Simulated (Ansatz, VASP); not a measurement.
This is a calculation of Si for Ansatz 0.2.0. 

input.yaml

```yaml
crystal:
  lattice:
    - [0.0, 2.7218511865, 2.7218511865]
    - [2.7218511865, 0.0, 2.7218511865]
    - [2.7218511865, 2.7218511865, 0.0]
  atoms:
    - { symbol: Si, position: [0.5, 0.5, 0.5] }
    - { symbol: Si, position: [0.75, 0.75, 0.75] }
hamiltonian:
  xc: pbe
  pseudopotentials: { kind: paw }
kpoints:
  mp_grid: { grid: [8, 8, 8] }
scf:
  occupations: { method: gaussian, width: 0.025 }
output:
  forces: true
  stress: true
  eigenvalues: true
```

Potentials or basis: Ansatz PAW.

Command:

```console
$ ansatz run input.yaml --threads 2 --pin off --max-ram 5632MiB --backend cpu --events-out ev --progress --plain --runs-dir out
```

Task: What does the same run look like in VASP 6.6.1? Potentials or basis there: PBE PAW files Si, 520 eV.

Result: As run (cutoffs and basis follow the program's own potentials, and thresholds, step limits or extra output files can differ):

Contents of INCAR:

```
SYSTEM = Si
ALGO = Normal ; EDIFF = 1E-7
ENCUT = 520 ; GGA = PE
ISIF = 2 ; ISMEAR = 0
LASPH = .True. ; LCHARG = .False.
LREAL = .False. ; LWAVE = .False.
NELM = 80 ; PREC = Accurate
SIGMA = 0.025
```

KPOINTS

```
k-points
0
Gamma
  8 8 8
  0 0 0
```

POSCAR

```
Si
1.0
    0.0000000000      2.7218511865      2.7218511865
    2.7218511865      0.0000000000      2.7218511865
    2.7218511865      2.7218511865      0.0000000000
Si
2
Direct
    0.5000000000      0.5000000000      0.5000000000
    0.7500000000      0.7500000000      0.7500000000
```

Potentials or basis: VASP PAW PBE potentials, release 64 (Si).

Launch:

```sh
$ cat potpaw_PBE.64/Si/POTCAR > POTCAR
$ mpirun -np 1 vasp_std > vasp.out
```

Both were run:

|  | Ansatz | VASP |
| --- | --- | --- |
| Pressure | 1.3 GPa | 1.3 GPa |

Ansatz's pressure holds a Pulay term of +0.02 GPa for its cutoff of 420 eV, which the other run lacks.

Where Ansatz's input types no cutoff or centring, it takes its own default and a Γ-centred mesh.

Pressure is positive in compression.
